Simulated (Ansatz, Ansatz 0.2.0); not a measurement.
# Recommended settings for relaxing orthorhombic Mo₂C: k mesh, cutoff and choice of functional

## What was measured

The reference is a room-temperature powder X-ray diffraction study with Rietveld refinement of a commercial 99.5% powder ("Nodeless superconductivity and topological nodal states in molybdenum carbide", 2024, arXiv:2409.02380). It gives the three lattice constants of the Pbcn cell, the z coordinate of Mo on site d and the y coordinate of C on site c. The fit is only moderate (χᵣ² = 6.91), so the quoted uncertainties probably understate the real ones. The carbon coordinate needs more caution: X-rays see carbon poorly beside molybdenum, and the value equals the ideal 3/8. We suspect that it was kept fixed at that position; neutron data would be needed to test it.

| compared with | measured | source's wording or label | T (K) | method |
| --- | --- | --- | --- | --- |
| z of Mo, site d | 0.0798 ± 0.0002 | 0.0798 ± 0.0002 | room temperature | powder XRD, Rietveld refinement |
| y of C, site c | 0.375 | 0.375 ± 0.0002 | room temperature | powder XRD, Rietveld refinement |
| a (Å) | 4.7332 ± 0.0002 | 4.7332 ± 0.0002 A | room temperature | powder XRD, Rietveld refinement |
| b (Å) | 6.0292 ± 0.0002 | 6.0292 ± 0.0002 A | room temperature | powder XRD, Rietveld refinement |
| c (Å) | 5.2055 ± 0.0002 | 5.2055 ± 0.0002 A | room temperature | powder XRD, Rietveld refinement |

Conditions are those given with the value in the passage it was taken from; "not stated" means there, and the paper may say more elsewhere. The values are a selection: others may have been left out beforehand as unlike or outlying.

## Approach

The aim is to find the lightest numerical settings that still give a reliable relaxed structure of Mo₂C. The model is the ordered, nonmagnetic 12-atom Pbcn cell, with cell and atoms relaxed from a diffraction structure. We take LDA as the working level: it is cheap, and for a stiff, metallic carbide of a 4d element its usual error is a lattice constant short by about a per cent or less.

Against experiment we ask for 1 % in a, b and c and 0.005 in the two coordinates. One per cent is about the error expected of the functional, and 0.005 of a cell edge is roughly 0.03 Å, small beside a Mo–C bond. The starting structure has z(Mo) = 0.0830 against the measured 0.0798, so two diffraction results already differ by more than half of that coordinate target. For carbon, agreement would support the ideal site but could not count as a test against an independently determined position.

For the numerical settings alone we ask for a tenth of these limits: 0.1 % in the lattice constants and 0.0005 in the coordinates. The calculations describe a static lattice, whereas the measured cell includes zero-point motion and thermal expansion, together perhaps 0.2 to 0.4 % in length for so stiff a solid. A static cell should therefore come out slightly small.

The k mesh is varied first, then the plane-wave cutoff, each with the other held fixed. A change of potentials and of functional then gives the scale against which the numerical errors are judged.

Plain PBE isn't shown in this study.

System: Mo2C (molybdenum carbide), orthorhombic beta phase; Pbcn (No. 60), 12 atoms in the primitive cell; the database structure is a diffraction structure: a = 4.735 Å, b = 6.025 Å, c = 5.210 Å; structure from the Crystallography Open Database.

On the selection of runs and values: Further runs on this system are not shown.

## 1. The k mesh at fixed cutoff

Mo₂C is a metal, so the sampling of the Fermi surface is the first setting to settle. We relax the structure with LDA on 4×4×4, 6×6×6 and 10×8×8 meshes, all at the default cutoff and the same smearing. We expect the middle mesh to agree with the densest within the numerical tolerance, and the coarsest to be the doubtful one.

**Run 1.** Ansatz 0.2.0: LDA, cell and atoms relaxed from the database structure, PAW set soft_2, cutoff 420 eV (default), 4x4x4 k mesh, Gaussian smearing 0.1 eV.

Key lines of the input:
```
crystal:
  # lattice and atoms
kpoints:
  mp_grid: { grid: [4, 4, 4] }
hamiltonian:
  xc: lda
scf:
  occupations: { method: gaussian, width: 0.1 }
output:
  forces: true
  stress: true
relax:
  adjacent_minimum: "off"
  f_tol: 0.005
  max_steps: 60
  cell: { stress_tol: 0.03 }
```

Command:
```
ansatz run input.yaml --threads 4 --pin off --max-ram 16384MiB --backend cpu --events-out ev --progress --plain --runs-dir out
```

Selected lines of the output:
```
    - { symbol: Mo, position: [0.253468528399922, 0.3766364503155051, 0.5795419964624612] }
```

Converged; 25 s on 4 cores of Intel Xeon 6975P-C (Granite Rapids), shared host.

**Run 2.** Ansatz 0.2.0: LDA, cell and atoms relaxed from the database structure, PAW set soft_2, cutoff 420 eV (default), 6x6x6 k mesh, Gaussian smearing 0.1 eV.

Key lines of the input, as changed from run 1:
```diff
  kpoints:
-   mp_grid: { grid: [4, 4, 4] }
+   mp_grid: { grid: [6, 6, 6] }
```

Selected lines of the output:
```
Basis set: ecut = 420 eV, 2825 PW (Γ) [...]
k-points: 64 of 216
relax step   9: F+E_penalty+E_count = -39717.24167606 eV  [...]  max|allowed force component| = 2.002e-4 eV/Å  [...]  P = -0.001 GPa  Ω = 144.073 Å³  [...]
    - { symbol: Mo, position: [0.25471050006774865, 0.3776797643583426, 0.5792595825115295] }
```

Converged; wall time 56 s.

**Run 3.** Ansatz 0.2.0: LDA, cell and atoms relaxed from the database structure, PAW set soft_2, cutoff 420 eV (default), 10x8x8 k mesh, Gaussian smearing 0.1 eV.

Key lines of the input, as changed from run 1:
```diff
  kpoints:
-   mp_grid: { grid: [4, 4, 4] }
+   mp_grid: { grid: [10, 8, 8] }
```

Selected lines of the output:
```
Basis set: ecut = 420 eV, 2825 PW (Γ) [...]
k-points: 150 of 640
    - { symbol: Mo, position: [0.25458131940277057, 0.3776520267714004, 0.5796828514358326] }
```

Converged; 4.3 min on 4 cores of Arm Neoverse V1, shared host.

| quantity | run 1 | run 2 | run 3 | measured |
| --- | --- | --- | --- | --- |
| z of Mo, site d | 0.07954 | 0.07926 | 0.07968 | 0.0798 ± 0.0002 |
| y of C, site c | 0.3776 | 0.3773 | 0.3772 | 0.375 |
| a (Å) | 4.6880 | 4.6870 | 4.6834 | 4.7332 ± 0.0002 |
| b (Å) | 5.9720 | 5.9707 | 5.9737 | 6.0292 ± 0.0002 |
| c (Å) | 5.1501 | 5.1483 | 5.1502 | 5.2055 ± 0.0002 |

Both coarser meshes stay within the numerical tolerance of the 10×8×8 result for every compared quantity. The 6×6×6 mesh differs by at most 0.08 % in the lattice constants and by 0.0004 in z(Mo). The 4×4×4 mesh also passes, though only just in a, where it is off by 0.0046 Å or nearly 0.1 %.

The two Mo coordinates outside the comparison separate the meshes more clearly. With 4×4×4 points, x and y of Mo are each off by about 0.001, twice the tolerance set for coordinates; with 6×6×6 they agree with the densest mesh to about 0.0001. The coarse mesh is therefore good enough for the cell but not for the full set of Mo positions, and 6×6×6 becomes the working mesh. It needs 64 irreducible k points, against 150 for the densest.

Against experiment, LDA gives a cell about 1 % too short along all three axes. On the densest mesh b passes narrowly, while a and c miss narrowly. The verdict on a even changes with the mesh, since 6×6×6 puts it just inside the limit. Both compared coordinates are well within their target.

## 2. The plane-wave cutoff on the working mesh

The default cutoff is now bracketed by a much lower one, 290 eV, and a higher one, 590 eV, with the 6×6×6 mesh kept. The higher value tests whether the default is adequate, the lower one whether there is anything to save. We expect the default to hold within 0.1 % and the low cutoff to fail first in the lattice constants, because the stress is more sensitive to an incomplete basis than the internal coordinates are.

**Run 4.** Ansatz 0.2.0: LDA, cell and atoms relaxed from the database structure, PAW set soft_2, cutoff 290 eV, 6x6x6 k mesh, Gaussian smearing 0.1 eV.

Key lines of the input, as changed from run 2:
```diff
+ basis:
+   ecutwfc: 290.0
```

Selected lines of the output:
```
Basis set: ecut = 290 eV, 1619 PW (Γ) [...]
relax step  14: F+E_penalty+E_count = -39715.47227515 eV  [...]  max|allowed force component| = 7.911e-5 eV/Å  [...]  P = -0.004 GPa  Ω = 143.757 Å³  [...]
--- Relaxed structure (10 steps of the walk, 10 accepted, 4 SCFs on fresh bases) ---
```

Converged; 54 s on 4 cores of Intel Xeon 6975P-C (Granite Rapids), shared host. Warnings: cutoff_below_recommended (in short: A typed cutoff is below a recommended value, from the records, the datasets' recipe or DFPT's needs, possibly lowering the density cutoff; compare with a higher-cutoff run).

**Run 5.** Ansatz 0.2.0: LDA, cell and atoms relaxed from the database structure, PAW set soft_2, cutoff 590 eV, 6x6x6 k mesh, Gaussian smearing 0.1 eV.

Key lines of the input, as changed from run 2:
```diff
+ basis:
+   ecutwfc: 590.0
```

Selected lines of the output:
```
relax step   7: F+E_penalty+E_count = -39717.25894099 eV  [...]  max|allowed force component| = 9.839e-4 eV/Å  [...]  P = -0.000 GPa  Ω = 144.069 Å³  [...]
```

Converged; 2.3 min on 4 cores of Arm Neoverse V1, shared host.

| quantity | run 4 | run 5 | measured |
| --- | --- | --- | --- |
| z of Mo, site d | 0.07906 | 0.07925 | 0.0798 ± 0.0002 |
| y of C, site c | 0.3773 | 0.3773 | 0.375 |
| a (Å) | 4.6822 | 4.6870 | 4.7332 ± 0.0002 |
| b (Å) | 5.9665 | 5.9704 | 6.0292 ± 0.0002 |
| c (Å) | 5.1459 | 5.1484 | 5.2055 ± 0.0002 |

The default cutoff is adequate on this mesh. Raising it from 420 to 590 eV changes no lattice constant by more than 0.0003 Å and leaves z(Mo) the same to about 0.00001 and y(C) unchanged to the four decimals shown.

At 290 eV the cell shrinks along all three axes. The largest change from the 590 eV result is 0.0048 Å in a, marginally over the 0.1 % tolerance, while the coordinates remain well inside theirs. This is the order of failure we expected, though a milder one than the warning about a cutoff below the recommended value might suggest; the comparison it asks for is the one made here. There is also little to gain: the relaxation took 54 s against 56 s at the default, with 14 steps listed instead of 9. The smaller basis made each step lighter, but the path to the minimum was longer. We therefore keep the default cutoff.

The miss in c, about 1.1 % on this mesh, is not a cutoff error, since it is the same at 420 and 590 eV.

## 3. Other potentials and two other functionals

The remaining question is whether the short cell belongs to LDA or to the PAW set. An LDA relaxation with PseudoDojo norm-conserving potentials tests this on the same 6×6×6 mesh. PBEsol and r2SCAN, both with the original PAW set, give the scale of the functional error. We expect the two LDA cells to agree within a few tenths of a per cent, and both other functionals to lengthen the cell, which would bring it closer to the measured one.

**Run 6.** Ansatz 0.2.0: LDA, PseudoDojo norm-conserving pseudopotentials, cell and atoms relaxed from the database structure, cutoff 1116 eV (default), 6x6x6 k mesh, Gaussian smearing 0.1 eV.

Key lines of the input, as changed from run 2:
```diff
  hamiltonian:
+   pseudopotentials: { kind: nc, accuracy: standard }
```

Selected lines of the output:
```
Basis set: ecut = 1115.666836 eV, 12189 PW (Γ) [...]
relax step   9: F+E_penalty+E_count = -15977.99309107 eV  [...]  max|allowed force component| = 1.309e-4 eV/Å  [...]  P = -0.001 GPa  Ω = 144.371 Å³  [...]
```

Converged; wall time 7.2 min.

**Run 7.** Ansatz 0.2.0: PBEsol, cell and atoms relaxed from the database structure, PAW set soft_2, cutoff 420 eV (default), 6x6x6 k mesh, Gaussian smearing 0.1 eV.

Key lines of the input, as changed from run 2:
```diff
  hamiltonian:
-   xc: lda
+   xc: pbesol
```

Selected lines of the output:
```
relax step   9: F+E_penalty+E_count = -40168.88198401 eV  [...]  max|allowed force component| = 4.970e-4 eV/Å  [...]  P = +0.001 GPa  Ω = 146.341 Å³  [...]
```

Converged; 56 s on 4 cores of Intel Xeon 6975P-C (Granite Rapids), shared host.

**Run 8.** Ansatz 0.2.0: r2SCAN, cell and atoms relaxed from the database structure, PAW set soft_2, cutoff 500 eV (default), 6x6x6 k mesh, Gaussian smearing 0.1 eV.

Key lines of the input, as changed from run 2:
```diff
  hamiltonian:
-   xc: lda
+   xc: r2scan
```

Selected lines of the output:
```
Basis set: ecut = 500 eV, 3769 PW (Γ) [...]
relax step   7: F+E_penalty+E_count = -40749.06634257 eV  [...]  max|allowed force component| = 1.281e-3 eV/Å  [...]  P = -0.006 GPa  Ω = 148.910 Å³  [...]
    - { symbol: Mo, position: [0.2547041598261868, 0.37785008819623267, 0.5790344778189003] }
```

Converged; 2.5 min on 4 cores of Arm Neoverse V2, shared host.

| quantity | run 6 | run 7 | run 8 | measured |
| --- | --- | --- | --- | --- |
| z of Mo, site d | 0.07927 | 0.07926 | 0.07903 | 0.0798 ± 0.0002 |
| y of C, site c | 0.3773 | 0.3773 | 0.3778 | 0.375 |
| a (Å) | 4.6901 | 4.7121 | 4.7274 | 4.7332 ± 0.0002 |
| b (Å) | 5.9748 | 6.0014 | 6.0468 | 6.0292 ± 0.0002 |
| c (Å) | 5.1520 | 5.1749 | 5.2093 | 5.2055 ± 0.0002 |

The short cell belongs to LDA and not to the PAW set. With the norm-conserving potentials all three lattice constants are longer by only about 0.07 %, and c still misses the 1 % limit, though very narrowly. Between the two sets z(Mo) agrees to about 0.00001 and y(C) to the four decimals shown.

Both other functionals lengthen the cell, and both meet every target. PBEsol roughly halves the LDA error, leaving the three axes 0.4 to 0.6 % short, and its relaxation took 56 s, the same as with LDA. r2SCAN comes within 0.3 % of each measured length, but it does not stretch the axes evenly. Its b/a ratio is 1.279 against a measured 1.274, which LDA and PBEsol both reproduce on this mesh. Its default cutoff is also higher, at 500 eV, and the mesh and cutoff tests above were made with LDA, so they do not establish its convergence.

The coordinates hardly distinguish the functionals. z(Mo) stays within 0.001 of the measured value throughout. For carbon, every run gives y between 0.377 and 0.378, slightly above 3/8 and always on the same side. That is within the target, and it fits the suspicion that the refinement kept carbon at the ideal position, but it does not prove it.

## 4. The k mesh with r2SCAN

The mesh tests so far were made with LDA, while r2SCAN gives the lattice constants closest to experiment and a different b/a ratio. We repeat its relaxation on a 4×4×4 mesh, with the cutoff unchanged, to see how strongly these results depend on the sampling. A coarser mesh cannot prove the 6×6×6 result converged, but a small change would make it unlikely that the longer b axis comes from the mesh. We expect shifts of about 0.1 %, as with LDA.

**Run 9.** Ansatz 0.2.0: r2SCAN, cell and atoms relaxed from the database structure, PAW set soft_2, cutoff 500 eV (default), 4x4x4 k mesh, Gaussian smearing 0.1 eV.

Key lines of the input, as changed from run 1:
```diff
  hamiltonian:
-   xc: lda
+   xc: r2scan
```

Selected lines of the output:
```
Basis set: ecut = 500 eV, 3781 PW (Γ) [...]
k-points: 27 of 64
    - { symbol: Mo, position: [0.25355913000233093, 0.3768692151023587, 0.579397304199472] }
```

Converged; wall time 67 s.

| quantity | run 9 | measured | deviation |
| --- | --- | --- | --- |
| z of Mo, site d | 0.07940 | 0.0798 ± 0.0002 | −0.00040 (−0.5 %) |
| y of C, site c | 0.3782 | 0.375 | +0.0032 (+0.9 %) |
| a (Å) | 4.7206 | 4.7332 ± 0.0002 | −0.0126 (−0.3 %) |
| b (Å) | 6.0541 | 6.0292 ± 0.0002 | +0.0249 (+0.4 %) |
| c (Å) | 5.2145 | 5.2055 ± 0.0002 | +0.0090 (+0.2 %) |

With r2SCAN the coarser mesh shifts the lattice constants by 0.10 to 0.14 %, at or just beyond the numerical tolerance. Between the same two meshes the LDA lattice constants moved by less than 0.04 %, so r2SCAN is clearly more sensitive to the sampling here. Both compared coordinates move by about 0.0004 and stay inside their tolerance, but x and y of Mo again change by about 0.001. The 4×4×4 mesh is thus too coarse for r2SCAN as well, although every quantity still meets its target against experiment.

The uneven stretch of the axes is less settled than the lengths themselves. Going from 6×6×6 to 4×4×4 shortens a and lengthens b, so that b/a rises from 1.279 to 1.282, while the measured ratio is 1.274. This change is more than half of the excess found on the finer mesh. How much of that excess belongs to the functional therefore remains open, and a denser r2SCAN mesh would be needed to decide it.

## All runs against the measurement

| run | settings | z of Mo, site d | y of C, site c | a (Å) | b (Å) | c (Å) | cost |
| --- | --- | --- | --- | --- | --- | --- | --- |
| 1 | LDA, PAW set soft_2, cutoff 420 eV (default), 4x4x4 k mesh | 0.07954 | 0.3776 | 4.6880 | 5.9720 | 5.1501 | 98 core-s |
| 2 | LDA, PAW set soft_2, cutoff 420 eV (default), 6x6x6 k mesh | 0.07926 | 0.3773 | 4.6870 | 5.9707 | 5.1483 | 3.7 core-min |
| 3 | LDA, PAW set soft_2, cutoff 420 eV (default), 10x8x8 k mesh | 0.07968 | 0.3772 | 4.6834 | 5.9737 | 5.1502 | 17 core-min |
| 4 | LDA, PAW set soft_2, cutoff 290 eV, 6x6x6 k mesh | 0.07906 | 0.3773 | 4.6822 | 5.9665 | 5.1459 | 3.6 core-min |
| 5 | LDA, PAW set soft_2, cutoff 590 eV, 6x6x6 k mesh | 0.07925 | 0.3773 | 4.6870 | 5.9704 | 5.1484 | 9.2 core-min |
| 6 | LDA, PseudoDojo norm-conserving pseudopotentials, cutoff 1116 eV (default), 6x6x6 k mesh | 0.07927 | 0.3773 | 4.6901 | 5.9748 | 5.1520 | 29 core-min |
| 7 | PBEsol, PAW set soft_2, cutoff 420 eV (default), 6x6x6 k mesh | 0.07926 | 0.3773 | 4.7121 | 6.0014 | 5.1749 | 3.7 core-min |
| 8 | r2SCAN, PAW set soft_2, cutoff 500 eV (default), 6x6x6 k mesh | 0.07903 | 0.3778 | 4.7274 | 6.0468 | 5.2093 | 10 core-min |
| 9 | r2SCAN, PAW set soft_2, cutoff 500 eV (default), 4x4x4 k mesh | 0.07940 | 0.3782 | 4.7206 | 6.0541 | 5.2145 | 4.5 core-min |
|  | measured | 0.0798 ± 0.0002 | 0.375 | 4.7332 ± 0.0002 | 6.0292 ± 0.0002 | 5.2055 ± 0.0002 |  |

Further runs on the same system, made beside this series (convergence steps with loose settings among them):

| further | settings | z of Mo, site d | y of C, site c | a (Å) | b (Å) | c (Å) | cost | status |
| --- | --- | --- | --- | --- | --- | --- | --- | --- |
| F1 | r2SCAN+rVV10, cell and atoms relaxed from the database structure, PAW set soft_2, cutoff 500 eV (default), 6x6x6 k mesh | 0.07903 | 0.3779 | 4.7190 | 6.0351 | 5.1994 | 10 core-min |  |
| F2 | PBEsol+D3(BJ), cell and atoms relaxed from the database structure, PAW set soft_2, cutoff 420 eV (default), 6x6x6 k mesh | 0.07918 | 0.3776 | 4.6807 | 5.9569 | 5.1365 | 9.1 core-min |  |
| F3 | BLYP+D3(BJ), cell and atoms relaxed from the database structure, PAW set soft_2, cutoff 420 eV (default), 6x6x6 k mesh | 0.07874 | 0.3775 | 4.7064 | 6.0224 | 5.2000 | 6.7 core-min |  |
| F4 | LDA, atoms relaxed in the database cell, PAW set soft_2, cutoff 420 eV (default), 6x6x6 k mesh | 0.07918 | 0.3769 | – | – | – | 2.1 core-min | warnings: stress_scf_threshold_loose |
|  | measured | 0.0798 ± 0.0002 | 0.375 | 4.7332 ± 0.0002 | 6.0292 ± 0.0002 | 5.2055 ± 0.0002 |  |  |

## Conclusion

LDA, the level chosen for this study, narrowly misses the target. On the 10×8×8 mesh a and c are 1.1 % short, while b passes at 0.9 % and both coordinates pass. The margins are thin, and the 6×6×6 mesh moves a just inside the limit. Thermal and zero-point expansion, roughly 0.2 to 0.4 %, would account for part of the shortfall; the rest is LDA's usual overbinding. Changing the potentials moves the cell by only about 0.07 %.

**We recommend PBEsol with the PAW set, the default 420 eV cutoff and a 6×6×6 mesh.** It meets every target, with lengths 0.4 to 0.6 % short, for 3.7 core-minutes, the same as LDA. The mesh and cutoff tests behind these settings were made with LDA; that they carry over to PBEsol is a reasonable assumption, not a result shown here. Adding D3(BJ) to PBEsol leaves all three axes more than 1 % shorter than measured and is not advised.

The 4×4×4 mesh suffices for a quick look at the cell, but not for all Mo coordinates. Lowering the cutoff to 290 eV, below the recommended value, saved almost nothing, and 590 eV bought no useful accuracy.

r2SCAN comes closest in a and c, but its b is already too long, and thermal expansion would widen that error. Its excess in b/a persists with rVV10; a denser mesh is needed to tell how much of it is due to sampling.

The carbon coordinate passes everywhere, but this is weak evidence: the reference value may simply have been fixed at 3/8. Neutron data would be the proper test.

[Logs are printed without paths, hosts, clocks, repeated set-up lines and the standing remarks that a program may print on its own settings, such as how far it seeks lower states.]

[The runs shown are a pick from a larger set of finished runs; failed, doubtful and other runs were left out of it ahead of writing. So were measured values far from every level or from commonly accepted values, and agreement can look better than it is. Lines of input and output are excerpts and may be shortened.]
